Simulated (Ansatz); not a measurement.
A trial structure of CsH5 was built thus: LaIr5 type (P6/mmm) distorted into a subgroup (P-3m1, No. 164) (largest shift (Å) 0.42). Lengths were set from tabulated atomic sizes, so they are only a guess.

```
Cs H
1.0
     5.15648    0.00000    0.00000
    -2.57824    4.46564    0.00000
     0.00000    0.00000    4.09774
Cs H
1 5
Direct
  0.00000 0.00000 0.00000
  0.50000 0.00000 0.50000
  0.50000 0.50000 0.50000
  0.00000 0.50000 0.50000
  0.33333 0.66667 0.10357
  0.66667 0.33333 0.89643
```

Computed with DFT PBE, scalar-relativistic, plane waves, PAW (Ansatz 0.2.0). Cutoff 420 eV, Gaussian smearing, Γ-centred meshes. Cell and atoms relax first on a coarse mesh and then on a finer one. In between, the cell is made exact in the group found at 0.06 Å. In metals the finer mesh still leaves noise of several meV/atom or more. The steps can't lower the symmetry of their start. No spin polarisation.

A guess keeps its type if space group and coordination stay and the shape of the cell changes little (axis ratios within about 15 %, angles within 6°); the volume may change.

Question: Does this structure survive the relaxation?

Answer: It doesn't keep its type. The symmetry goes from P-3m1 (No. 164) to P6/mmm (No. 191). The volume per atom shrinks by 27.6 %, from 15.7 to 11.4 Å³. The shortest distance goes from 2.20 Å (H–H) to 1.27 Å (H–H). Counting neighbours within 15 % of an atom's shortest distance, the start has Cs 18, H 2/3 and the end Cs 24, H 2/3. In detail, at the end Cs is surrounded by 12 H at 3.00 Å and 12 H at 3.26 Å; H on a site of symmetry mmm is surrounded by 2 H at 1.27 Å, 4 H at 2.21 Å and 4 Cs at 3.00 Å; around H on a site of symmetry -6m2 lie 3 H at 1.27 Å, 3 H at 2.55 Å and 6 Cs at 3.26 Å.

```yaml
crystal:
  lattice:
    - [4.41046, 0.00000, 0.00000]
    - [-2.20523, 3.81957, 0.00000]
    - [0.00000, 0.00000, 4.05526]
  atoms:
    - { symbol: Cs, position: [0.00000, 0.00000, 0.00000] }
    - { symbol: H, position: [0.50000, 0.00000, 0.50000] }
    - { symbol: H, position: [0.50000, 0.50000, 0.50000] }
    - { symbol: H, position: [0.00000, 0.50000, 0.50000] }
    - { symbol: H, position: [0.33333, 0.66667, 0.50000] }
    - { symbol: H, position: [0.66667, 0.33333, 0.50000] }
```

The last run used a 12×12×10 mesh (in the run's order of axes) for its 6-atom cell and Gaussian smearing of 0.10 eV. Symmetry constrained the relaxation, so the result can be a saddle point.

In counts of neighbours, a slash parts the counts of unlike sites.
